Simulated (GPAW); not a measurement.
# CuO (P-1) in GPAW: band structure with r2SCAN

Aim: the band structure of CuO with r2SCAN.

All numbers are computed with GPAW 26.7.0; they aren't measurements. Logs are shortened: lines on timing, memory, paths and dates and some standing lists are left out, and cuts for length are marked. The log counts tension as positive stress, the text compression.

## 1. The structure

The typed cell holds 4 atoms: a = 2.880 Å, b = 2.880 Å, c = 5.176 Å, α = 89.81°, β = 89.81°, γ = 89.22°.

The cell comes from a database or a generator and needn't be the stable form of this composition.

## 2. Band structure, r2SCAN

run.py reads:

```python
from ase import Atoms
from ase.dft.bandgap import bandgap
from ase.io import write
from ase.units import GPa
from ase.parallel import parprint
from gpaw import GPAW, PW

atoms = Atoms(['Cu', 'Cu', 'O', 'O'],
              cell=[[2.8795009639, 0.0, 0.0],
                    [0.039072758, 2.8792794796, 0.0],
                    [0.0174953863, 0.0172449008, 5.1763391994]],
              scaled_positions=[[0.0, 0.5, 0.0],
                                [0.5, 0.0, 0.5],
                                [0.99842397, 0.00167178, 0.7498871],
                                [0.00157603, 0.99832822, 0.2501129]],
              pbc=True)

calc = GPAW(mode=PW(800),
            xc='MGGA_X_R2SCAN+MGGA_C_R2SCAN',
            kpts={'size': (6, 6, 4), 'gamma': True},
            occupations={'name': 'fermi-dirac', 'width': 0.05},
            nbands=33,
            convergence={'density': 1e-05, 'energy': 1e-05},
            maxiter=150,
            txt='gpaw.txt')
atoms.calc = calc
energy = atoms.get_potential_energy()
forces = atoms.get_forces()
stress = atoms.get_stress()
calc.write('gs.gpw')
write('result.traj', atoms)
parprint(f'Energy: {energy:.6f} eV')
parprint('Forces (eV/A):')
parprint(forces.round(4))
parprint('Stress (GPa):', (stress / GPa).round(3))
parprint('Fermi level:', round(calc.get_fermi_level(), 4), 'eV')
parprint(f'Gap: {bandgap(calc)[0]:.4f} eV, direct: {bandgap(calc, direct=True)[0]:.4f} eV')

path = atoms.cell.bandpath('GYFLI,I1ZF1,YX1,XGN,MG', npoints=80, eps=1e-4)
bs_calc = calc.fixed_density(kpts=path, symmetry='off', nbands=47,
                             convergence={'bands': 'CBM+6.0', 'eigenstates': 1e-6}, txt='bands.txt')
bs = bs_calc.band_structure()
bs.write('bs.json')
parprint(f'Gap on the path: {bandgap(bs_calc)[0]:.4f} eV')
```

Potentials or basis: GPAW PAW data sets (gpaw-data 1.2.1), pw.

Launch:

```sh
> OMP_NUM_THREADS=1 mpirun -n 4 gpaw python run.py
```

gpaw.txt:

```text
__  _  _
 | _ |_)|_||  |
 |__||  | ||/\| - 26.7.0

Input parameters:
  mode=PW(ecut=800.0),
  convergence={'density': 1e-05, 'energy': 1e-05},
  kpts=MonkhorstPack(size=(6, 6, 4), gamma=True),
  maxiter=150,
  nbands=33,
  occupations=Occupations(name='fermi-dirac', width=0.05),
  xc=XC(name='MGGA_X_R2SCAN+MGGA_C_R2SCAN')

Diagonalizing LCAO Hamiltonian
Converting LCAO to pw mode

              O

         O Cu

        Cu

Atoms  # Å, Bohr magnetons
|   | symbol |        x |        y |        z |    initial magnetic moments |
|---|--------|----------|----------|----------|-----------------------------|
| 0 |     Cu | 0.019536 | 1.439640 | 0.000000 | ( 0.0000,  0.0000,  0.0000) |
| 1 |     Cu | 1.448498 | 0.008622 | 2.588170 | ( 0.0000,  0.0000,  0.0000) |
| 2 |      O | 2.888148 | 0.017745 | 3.881670 | ( 0.0000,  0.0000,  0.0000) |
| 3 |      O | 0.047921 | 2.878779 | 1.294669 | ( 0.0000,  0.0000,  0.0000) |

Unit cell  # Å
| periodic |        x |        y |        z |  lengths |    angles |
|----------|----------|----------|----------|----------|-----------|
|      yes | 2.879501 | 0.000000 | 0.000000 | 2.879501 | 89.806512 |
|      yes | 0.039073 | 2.879279 | 0.000000 | 2.879545 | 89.806349 |
|      yes | 0.017495 | 0.017245 | 5.176339 | 5.176397 | 89.222525 |

Number of symmetries: 2
Symmetry operations  # r_c * U_cc + t_c -> r_c
|   | kind |            matrix            |
|---|------|------------------------------|
| 0 |  E   |  1, 0, 0,  0, 1, 0,  0, 0, 1 |
| 1 |  i   | -1, 0, 0,  0,-1, 0,  0, 0,-1 |

BZ-sampling:
  Number of BZ points: 144
  Number of IBZ points: 76

  Monkhorst-Pack size: [6, 6, 4]
  Monkhorst-Pack shift: [0.08333333333333333, 0.08333333333333333, 0.125]

K-points  # in reciprocal-cell coordinates
|     |                                coordinates |     weight |
|-----|--------------------------------------------|------------|
|   0 | (  0.00000000,   0.00000000,   0.00000000) | 0.00694444 |
|   1 | (  0.00000000,   0.00000000,   0.25000000) | 0.01388889 |
|   2 | (  0.00000000,   0.00000000,   0.50000000) | 0.00694444 |
|   3 | (  0.00000000,   0.16666667,  -0.25000000) | 0.01388889 |
|   4 | (  0.00000000,   0.16666667,   0.00000000) | 0.01388889 |
|   5 | (  0.00000000,   0.16666667,   0.25000000) | 0.01388889 |
|   6 | (  0.00000000,   0.16666667,   0.50000000) | 0.01388889 |
|   7 | (  0.00000000,   0.33333333,  -0.25000000) | 0.01388889 |
|   8 | (  0.00000000,   0.33333333,   0.00000000) | 0.01388889 |
|   9 | (  0.00000000,   0.33333333,   0.25000000) | 0.01388889 |
| ... |                                            |            |
|  75 | (  0.50000000,   0.50000000,   0.50000000) | 0.00694444 |

Plane wave coefficients: 2225
Cutoff: 800.0 eV

Spin-components: 1 (collinear spins)
Bands:           33
Projectors:      22
Spin-degeneracy: 2
Datatype:        complex128

Parallelization:
  kpt:    4
  domain: 1
  band:   1

Density:
  Valence electrons: 34.0
  Components: 1
  Grid points: [20 20 35]
  Charge: 0.0  # |e|

Potential:
  Grid points: [20 20 35]

species:
  Cu:
    name:    Copper
    Z:       29.0
    valence: 11
    core:    18
    charge:  0.0  # [|e|]
    compensation charges:
      type: gauss
      rc: 0.33  # [Å]
      lmax: 2
    cutoffs:
      filter: 2.06  # [Å]
      core: 2.43  # [Å]
    projectors
    | kind |    occ | energy [eV] | rcut [Å] |
    |------|--------|-------------|----------|
    |   4s |  1.000 |      -4.609 |    1.164 |
    |   4p |  0.000 |      -0.698 |    1.164 |
    |   3d | 10.000 |      -5.039 |    1.058 |
    |    s |        |      22.603 |    1.164 |
    |    p |        |      26.513 |    1.164 |
    |    d |        |      22.172 |    1.058 |

    Using partial waves for Cu as LCAO basis

  O:
    name:    Oxygen
    Z:       8.0
    valence: 6
    core:    2
    charge:  0.0  # [|e|]
    compensation charges:
      type: gauss
      rc: 0.21  # [Å]
      lmax: 2
    cutoffs:
      filter: 1.17  # [Å]
      core: 0.83  # [Å]
    projectors
    | kind |    occ | energy [eV] | rcut [Å] |
    |------|--------|-------------|----------|
    |   2s |  2.000 |     -23.961 |    0.688 |
    |   2p |  4.000 |      -9.029 |    0.598 |
    |    s |        |       3.251 |    0.688 |
    |    p |        |      18.182 |    0.598 |
    |    d |        |       0.000 |    0.619 |

    Using partial waves for O as LCAO basis

Reference energy: -94124.608285  # eV

eigensolver:
  PPCG
  Converge bands: occupied
  niter=2

density mixing:
  MSR1-Mixer
  Pratt-step length: 0.05
  Maximum mixing coefficient: 0.75
  Old densities: 10
  SVD Regularization: 0.005
  Good broyden scale: 1.0
  Trust region scale: 1.0
  Backstep threshold: 4.0
  History deletion threshold: 6.0
  Fourier metric: weight=20.0, sigma=0.015

occupation numbers:
  Fermi-Dirac:
    width: 0.0500  # eV

poisson solver:
  ecut: 6400.0  # eV

xc functional:
  name: MGGA_X_R2SCAN+MGGA_C_R2SCAN with 2 nearest neighbor stencil

convergence criteria:
- Maximum integral of absolute [dens]ity change: 1e-05 electrons / valence electron
- Maximum [total energy] change in last 3 cyles: 1e-05 eV / valence electron
- Maximum integral of absolute [eigenst]ate change: 4e-08 eV^2 / valence electron
maximum number of iterations: 150

SCF iterations
|iter     | |      energy | eigst |  dens |
|---------|-|-------------|-------|-------|
|iter:   1| |  -46.247527 | +0.25 |       |
|iter:   2| |  -37.566562 | -0.98 | -0.89 |
|iter:   3| |  -34.690039 | -1.39 | -0.98 |
|iter:   4| |  -34.684366 | -2.27 | -1.44 |
|iter:   5| |  -34.716143 | -3.13 | -1.59 |
|iter:   6| |  -34.703552 | -2.90 | -1.63 |
|iter:   7| |  -34.708219 | -3.25 | -2.07 |
|iter:   8| |  -34.708623 | -4.67 | -2.83 |
|iter:   9| |  -34.708804 | -4.88 | -3.11 |
|iter:  10| |  -34.708800c| -7.21 | -3.91 |
|iter:  11| |  -34.708798c| -8.02c| -4.37 |
|iter:  12| |  -34.708798c| -7.99c| -5.04c|

Converged in 12 steps
Energy contributions relative to reference atoms: (reference = -94124.608285)

Energy contributions:
  Kinetic:          15.088242
  Coulomb:         -18.796797
  Zero:              0.507723
  External:          0.000000
  Xc:              -31.500929
  Entropy:          -0.014074
  Spinorbit:         0.000000
  ----------------------------
  Free energy:     -34.715836
  Extrapolated:    -34.708798

dipole moment: (-6.342753, -6.257920, -11.182365)  # |e|*Ang

Fermi level: 5.895
Eigenvalues  # (at kpt = [0.000, 0.000, 0.000])
| band index |      eig [eV] | occ [0-2] |
|------------|---------------|-----------|
|          0 |       -15.301 |     2.000 |
|        ... |               |           |
|          8 |         2.252 |     2.000 |
|          9 |         2.481 |     2.000 |
|         10 |         2.901 |     2.000 |
|         11 |         3.203 |     2.000 |
|         12 |         3.214 |     2.000 |
|         13 |         3.217 |     2.000 |
[... 8 lines left out ...]
|         22 |        21.357 |     0.000 |
|         23 |        21.378 |     0.000 |
|        ... |               |           |
|         32 |        32.202 |     0.000 |

No gap
No difference between direct/indirect transitions

Forces  # eV/Ang
|        x |        y |        z |
|----------|----------|----------|
|  0.00000 |  0.00000 |  0.00000 |  # Cu   0
|  0.00000 |  0.00000 |  0.00000 |  # Cu   1
|  0.00443 | -0.00602 |  0.00935 |  # O    2
| -0.00443 |  0.00602 | -0.00935 |  # O    3

Stress tensor  # eV/Ang^3
|         x |         y |         z |
|-----------|-----------|-----------|
| -0.010049 |  0.000134 | -0.000006 |
|  0.000134 | -0.009806 | -0.000090 |
| -0.000006 | -0.000090 | -0.002888 |

# Writing to gs.gpw (mode='')
```

It took 1.8 min on 4 MPI ranks of Arm Neoverse V1, shared host; peak memory 0.36 GiB.

What came out:

| Item | Value |
| --- | --- |
| Free energy | -34.7158 eV |
| Pressure | 1.2 GPa |
| Largest force | 0.012 eV/Å |
| Band gap along the path | none (metal or under the smearing width) |

Forces in eV/Å, atoms in the order of the input:
```
Cu   0.000  0.000  0.000
Cu   0.000  0.000  0.000
O    0.004 -0.006  0.009
O   -0.004  0.006 -0.009
```

Stress tensor (GPa, compression positive):
```
 1.61 -0.02  0.00
-0.02  1.57  0.01
 0.00  0.01  0.46
```

Levels at the corners of the path, in eV from the Fermi level:
```csv
point,band 13,band 14,band 15,band 16,band 17,band 18,band 19,band 20
Γ,-2.68,-2.68,-2.59,-2.31,0.64,0.68,1.75,6.63
Y,-2.66,-2.65,-1.62,-1.39,-1.38,1.22,2.39,7.45
F,-2.24,-2.23,-1.61,-1.61,-0.48,-0.43,4.21,4.29
L,-2.23,-2.23,-1.61,-1.61,-0.45,-0.45,4.25,4.25
I,-2.24,-2.23,-1.61,-1.61,-0.45,-0.45,4.26,4.26
I1,-2.24,-2.23,-1.61,-1.61,-0.45,-0.45,4.26,4.26
Z,-2.64,-2.63,-1.78,-1.78,0.09,0.09,3.87,3.87
F1,-2.24,-2.23,-1.61,-1.61,-0.48,-0.43,4.21,4.29
Y,-2.66,-2.65,-1.62,-1.39,-1.38,1.22,2.39,7.45
X1,-2.66,-2.65,-1.62,-1.39,-1.38,1.22,2.40,7.44
X,-2.66,-2.65,-1.62,-1.39,-1.38,1.22,2.40,7.44
Γ,-2.68,-2.68,-2.59,-2.31,0.64,0.68,1.75,6.63
N,-2.60,-2.19,-1.79,-1.73,0.23,0.45,3.80,6.43
M,-2.75,-2.67,-2.28,-2.00,-0.15,0.67,4.53,6.37
Γ,-2.68,-2.68,-2.59,-2.31,0.64,0.68,1.75,6.63
```

Caveat: the k mesh is coarse (spacing up to 0.36 Å⁻¹), so the values aren't converged; with this Cu data set, volumes or pressures lay over 1.5 % or 2 GPa off other programs in two to four cells of ten; the PAW data sets were made with another functional, which shifts forces and pressure a little; the run has no spin polarisation, though such a crystal can be magnetic; semilocal functionals often make such compounds metallic where correlation or magnetic order opens a gap, which also shifts bond lengths.
